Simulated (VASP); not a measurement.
# BeS in VASP: single point with PBEsol

Aim: the single point of BeS with PBEsol.

Program: VASP 6.6.1. These are calculated values, not measurements. Logs are shortened: lines on timing, memory, paths and dates and some standing lists are left out, and cuts for length are marked.

## (1) The cell of the first run

The cell holds a slab with vacuum, 8 atoms: a = 3.429 Å, b = 3.429 Å, c = 24.100 Å, α = 90.00°, β = 90.00°, γ = 120.00°.

## (2) Single point, PBEsol (the (1 1 1) slab of BeS, cut from the database cell, not relaxed)

The input, run.py:

```python
from ase.calculators.vasp import Vasp
from ase.dft.bandgap import bandgap
from ase.io import read

atoms = read('BeS.cif')
calc = Vasp(
    directory='calc',
    xc='pbesol',
    pp='PBE',
    setups='minimal',
    pp_version='54',
    prec='Accurate',
    encut=500,
    ediff=1e-07,
    ismear=-1,
    sigma=0.05,
    lreal=False,
    lasph=True,
    nelm=80,
    algo='Normal',
    isif=2,
    lwave=False,
    lcharg=False,
    ldipol=True,
    idipol=3,
    dipol=[0.5, 0.5, 0.5],
    kpts=[9, 9, 1],
    gamma=True,
)
atoms.calc = calc

print('energy (eV):', atoms.get_potential_energy())
print('free energy (eV):', atoms.get_potential_energy(force_consistent=True))
print('forces (eV/A):')
print(atoms.get_forces())
print('stress (eV/A^3, Voigt):', atoms.get_stress())
print('Fermi level (eV):', calc.get_fermi_level())
gap, top, bottom = bandgap(calc)
print('band gap (eV):', gap, 'from (spin, k, band)', top, 'to', bottom)
```

The input, BeS.cif:

```cif
data_BeS
_cell_length_a 3.42946789
_cell_length_b 3.42946789
_cell_length_c 24.10048362
_cell_angle_alpha 90.00000000
_cell_angle_beta 90.00000000
_cell_angle_gamma 120.00000000
_space_group_name_H-M_alt 'P1'
_space_group_name_Hall 'P 1'
_space_group_IT_number 1
loop_
_space_group_symop_operation_xyz
'x,y,z'
loop_
_atom_site_label
_atom_site_type_symbol
_atom_site_symmetry_multiplicity
_atom_site_Wyckoff_symbol
_atom_site_fract_x
_atom_site_fract_y
_atom_site_fract_z
_atom_site_occupancy
S1 S 1 a 0.0000000000 0.0000000000 0.3111970747 1
S2 S 1 a 0.3333333333 0.6666666667 0.4273834903 1
S3 S 1 a 0.6666666667 0.3333333333 0.5435699058 1
S4 S 1 a 0.0000000000 0.0000000000 0.6597563214 1
Be1 Be 1 a 0.3333333333 0.6666666667 0.3402436786 1
Be2 Be 1 a 0.6666666667 0.3333333333 0.4564300942 1
Be3 Be 1 a 0.0000000000 0.0000000000 0.5726165097 1
Be4 Be 1 a 0.3333333333 0.6666666667 0.6888029253 1
```

Potentials or basis: VASP PAW PBE potentials, release 54 (S, Be).

Launch:

```sh
python run.py
```

What it wrote:

```text
energy (eV): -39.50143493
free energy (eV): -39.51882096
forces (eV/A):
[[ 0.         -0.          0.1304793 ]
 [-0.         -0.          0.84631205]
 [ 0.         -0.          0.76580181]
 [-0.          0.          1.18374751]
 [ 0.          0.         -0.54862341]
 [-0.         -0.         -0.78669742]
 [-0.         -0.         -0.84950973]
 [-0.         -0.         -0.74151012]]
stress (eV/A^3, Voigt): [ 0.01286021  0.01286021 -0.00545983  0.         -0.          0.        ]
Fermi level (eV): -0.34575744
band gap (eV): 0.0 from (spin, k, band) (None, None, None) to (None, None, None)
```

OUTCAR:

```text
ENCUT = 500.000000
   EDIFF = 1.00e-07
   GGA = PS
   PREC = Accurate
   ISIF = 2
   ISMEAR = -1
   NELM = 80
   LASPH = .TRUE.
   LREAL = .FALSE.

 ion  position               nearest neighbor table
   1  0.000  0.000  0.311-   5 2.10   5 2.10   5 2.10
   2  0.333  0.667  0.427-   5 2.10   6 2.10   6 2.10   6 2.10
   3  0.667  0.333  0.544-   6 2.10   7 2.10   7 2.10   7 2.10
   4  0.000  0.000  0.660-   7 2.10   8 2.10   8 2.10   8 2.10
   5  0.333  0.667  0.340-   2 2.10   1 2.10   1 2.10   1 2.10
   6  0.667  0.333  0.456-   3 2.10   2 2.10   2 2.10   2 2.10
   7  0.000  0.000  0.573-   4 2.10   3 2.10   3 2.10   3 2.10
   8  0.333  0.667  0.689-   4 2.10   4 2.10   4 2.10

  LATTYP: Found a hexagonal cell.
 ALAT       =     3.4294678900
 C/A-ratio  =     7.0274702645

  Lattice vectors:

 A1 = (   3.4294678900,   0.0000000000,   0.0000000000)
 A2 = (  -1.7147339450,   2.9700063142,   0.0000000000)
 A3 = (   0.0000000000,   0.0000000000,  24.1004836200)

Analysis of symmetry for initial positions (statically):
=====================================================================
 Subroutine PRICEL returns:
 Original cell was already a primitive cell.

 Routine SETGRP: Setting up the symmetry group for a
 hexagonal supercell.

 Subroutine GETGRP returns: Found  6 space group operations
 (whereof  6 operations were pure point group operations)
 out of a pool of 24 trial point group operations.

The static configuration has the point symmetry C_3v.

Analysis of symmetry for dynamics (positions and initial velocities):
=====================================================================
 Subroutine PRICEL returns:
 Original cell was already a primitive cell.

 Routine SETGRP: Setting up the symmetry group for a
 hexagonal supercell.

 Subroutine GETGRP returns: Found  6 space group operations
 (whereof  6 operations were pure point group operations)
 out of a pool of 24 trial point group operations.

The dynamic configuration has the point symmetry C_3v.

 Subroutine INISYM returns: Found  6 space group operations
 (whereof  6 operations are pure point group operations),
 and found     1 'primitive' translations

----------------------------------------------------------------------------------------

                                     Primitive cell

  volume of cell :     245.4765

  direct lattice vectors                    reciprocal lattice vectors
     3.429467890  0.000000000  0.000000000     0.291590425  0.168349810  0.000000000
    -1.714733945  2.970006314  0.000000000     0.000000000  0.336699621  0.000000000
     0.000000000  0.000000000 24.100483620     0.000000000  0.000000000  0.041492943

  length of vectors
     3.429467890  3.429467890 24.100483620     0.336699621  0.336699621  0.041492943

  position of ions in fractional coordinates (direct lattice)
     0.000000000  0.000000000  0.311197075
     0.333333333  0.666666667  0.427383490
     0.666666667  0.333333333  0.543569906
     0.000000000  0.000000000  0.659756321
[... 53 lines left out ...]
  0.222222  0.222222  0.000000      6.000000
  0.333333  0.222222  0.000000     12.000000
  0.333333  0.333333  0.000000      2.000000
   k-points           NKPTS =     12   k-points in BZ     NKDIM =     12   number of bands    NBANDS=     21
   number of dos      NEDOS =    301   number of ions     NIONS =      8
   total plane-waves  NPLWV = 141120
   dimension x,y,z NGX =    28 NGY =   28 NGZ =  180
   dimension x,y,z NGXF=    56 NGYF=   56 NGZF=  360
   ions per type =               4   4
   NGX,Y,Z   is equivalent  to a cutoff of  13.57, 13.57, 12.42 a.u.
   NGXF,Y,Z  is equivalent  to a cutoff of  27.15, 27.15, 24.83 a.u.
 SYSTEM =  unknown system
   PREC   = accura    normal or accurate (medium, high low for compatibility)
   ISTART =      0    job   : 0-new  1-cont  2-samecut
   ICHARG =      2    charge: 1-file 2-atom 10-const
   ISPIN  =      1    spin polarized calculation?
   LNONCOLLINEAR =      F non collinear calculations
   LSORBIT =      F    spin-orbit coupling
   LASPH  =      T    aspherical Exc in radial PAW
   ENCUT  =  500.0 eV  36.75 Ry    6.06 a.u.   6.25  6.25 43.94*2*pi/ulx,y,z
   NELM   =     80;   NELMIN=  2; NELMDL= -5     # of ELM steps
   EDIFF  = 0.1E-06   stopping-criterion for ELM
   LREAL  =      F    real-space projection
   EDIFFG = 0.1E-05   stopping-criterion for IOM
   NSW    =      0    number of steps for IOM
   IBRION =     -1    ionic relax: 0-MD 1-quasi-New 2-CG
   NFREE  =      0    steps in history (QN), initial steepest desc. (CG)
   ISIF   =      2    stress and relaxation
   ISYM   =      2    0-nonsym 1-usesym 2-fastsym
   POTIM  = 0.5000    time-step for ionic-motion
   TEBEG  =    0.0;   TEEND  =   0.0 temperature during run
   PSTRESS=    0.0 pullay stress
   NELECT =      32.0000    total number of electrons
   NUPDOWN=      -1.0000    fix difference up-down
   EMIN   =  10.00;   EMAX   =-10.00  energy-range for DOS
   EFERMI =   0.00;   METHOD = LEGACY
   ISMEAR =    -1;   SIGMA  =   0.05  broadening in eV -4-tet -1-fermi 0-gaus
   EFERMI_NEDOS =   21; number of points for ismear=-14 and -15
   IALGO  =     38    algorithm
   IMIX   =      4    mixing-type and parameters
     AMIX     =   0.40;   BMIX     =  1.00
     AMIX_MAG =   1.60;   BMIX_MAG =  1.00
  volume/ion in A,a.u.               =      30.68       207.07
  Fermi-wavevector in a.u.,A,eV,Ry     =   0.830083  1.568629  9.374929  0.689038
  Thomas-Fermi vector in A             =   1.942740
   LORBIT       =      0    0 simple, 1 ext, 2 COOP (PROOUT), +10 PAW based schemes
   GGA     = PS    functional components
   LHFCALC =     F    Hartree Fock is set to
   AEXX    =    0.0000 exact exchange contribution
   IVDW    =     0    specifies the selected vdW correction
   LEPSILON=     F    determine dielectric tensor
   LRPA    =     F    only Hartree local field effects (RPA)
 non-spin polarized calculation
  energy-cutoff  :      500.00
  volume of cell :      245.48
 maximum number of plane-waves:      6267
 NGX is ok and might be reduce to    28
   NGX = 13   NGY = 13   NGZ = 87

 number of electron      31.9999999 magnetization

 dipolmoment           0.000000      0.000000     -0.221060 electrons x Angstroem

 Free energy of the ion-electron system (eV)
  ---------------------------------------------------
  ext. energy  EPLUGINS =         0.00000000
  ---------------------------------------------------
  free energy    TOTEN  =       -39.51882096 eV

  energy without entropy =      -39.48404890  energy(sigma->0) =      -39.50143493

 E-fermi :  -0.3458     XC(G=0):  -5.2986

 val. band max:       -0.3755575862   @ k =   0.0000   0.0000   0.0000
 cond. band min:      -0.3300154975   @ k =   0.2222   0.0000   0.0000
 fundamental gap:      0.0455420887
 Fermi energy:        -0.3457574427

 k-point     1 :       0.0000    0.0000    0.0000
  band No.  band energies     occupation
      1     -16.5075      2.00000
      2     -15.1307      2.00000
      3     -13.7900      2.00000
      4     -12.1093      2.00000
      5      -7.8721      2.00000
      6      -5.7086      2.00000
[... 277 lines left out ...]
     20       3.8245      0.00000
     21       4.9028      0.00000

------------------------ aborting loop because EDIFF is reached ----------------------------------------

 vacuum level on the upper side and lower side of the slab       (xc-potential included)        -1.982         1.914

  FORCE on cell =-STRESS in cart. coord.  units (eV):
  Direction    XX          YY          ZZ          XY          YZ          ZX
  --------------------------------------------------------------------------------------
  -------------------------------------------------------------------------------------
  Total       -3.1568773     -3.1568773      1.3402583     -0.0000000      0.0000000      0.0000000
  in kB      -20.6043261    -20.6043261      8.7476058     -0.0000000      0.0000000      0.0000000
  external PRESSURE =     -10.8203488 kB  Pullay stress =       0.0000000 kB

 VOLUME and BASIS-vectors are now :
 -----------------------------------------------------------------------------
  energy-cutoff  :      500.00
  volume of cell :      245.48
      direct lattice vectors                 reciprocal lattice vectors
     3.429467890  0.000000000  0.000000000     0.291590425  0.168349810  0.000000000
    -1.714733945  2.970006314  0.000000000     0.000000000  0.336699621  0.000000000
     0.000000000  0.000000000 24.100483620     0.000000000  0.000000000  0.041492943

 POSITION                                       TOTAL-FORCE (eV/Angst)
 -----------------------------------------------------------------------------------
      0.00000      0.00000      7.50000         0.000000     -0.000000      0.130479
     -0.00000      1.98000     10.30015        -0.000000     -0.000000      0.846312
      1.71473      0.99000     13.10030         0.000000     -0.000000      0.765802
      0.00000      0.00000     15.90045        -0.000000      0.000000      1.183748
     -0.00000      1.98000      8.20004         0.000000      0.000000     -0.548623
      1.71473      0.99000     11.00019        -0.000000     -0.000000     -0.786697
      0.00000      0.00000     13.80033        -0.000000     -0.000000     -0.849510
     -0.00000      1.98000     16.60048        -0.000000     -0.000000     -0.741510
 -----------------------------------------------------------------------------------
    total drift:                                0.000000      0.000000      0.000145

  FREE ENERGIE OF THE ION-ELECTRON SYSTEM (eV)
  ---------------------------------------------------
  free  energy   TOTEN  =       -39.5188209640 eV

  energy  without entropy=      -39.4840488968  energy(sigma->0) =      -39.50143493

 vacuum level on the upper side and lower side of the slab         3.022         7.057
```

INCAR:

```text
ENCUT = 500.000000
SIGMA = 0.050000
EDIFF = 1.00e-07
ALGO = Normal
GGA = PS
PREC = Accurate
IDIPOL = 3
ISIF = 2
ISMEAR = -1
NELM = 80
DIPOL = 0.5 0.5 0.5
LASPH = .TRUE.
LCHARG = .FALSE.
LDIPOL = .TRUE.
LWAVE = .FALSE.
LREAL = .FALSE.
```

It took 3 min on 1 thread of Intel Xeon Platinum 8375C at 2.90GHz (Ice Lake), shared host; peak memory 0.38 GiB.

What came out:

* Free energy: -39.5188 eV
* Largest force: 1.184 eV/Å
* Band gap on the k mesh: none (metal or under the smearing width)

Forces in eV/Å, atoms in the order of the input:
```
S    0.000  0.000  0.130
S    0.000  0.000  0.846
S    0.000  0.000  0.766
S    0.000  0.000  1.184
Be   0.000  0.000 -0.549
Be   0.000  0.000 -0.787
Be   0.000  0.000 -0.850
Be   0.000  0.000 -0.742
```

Levels at points of the mesh, in eV from the Fermi level:
```csv
k point,band 12,band 13,band 14,band 15,band 16,band 17,band 18,band 19,band 20,band 21
"(0.00, 0.00, 0.00)",-1.08,-1.08,-0.53,-0.03,0.38,0.38,2.48,3.18,3.18,3.20
```

Caveat: the PAW data sets were made with another functional, which shifts forces and pressure a little.
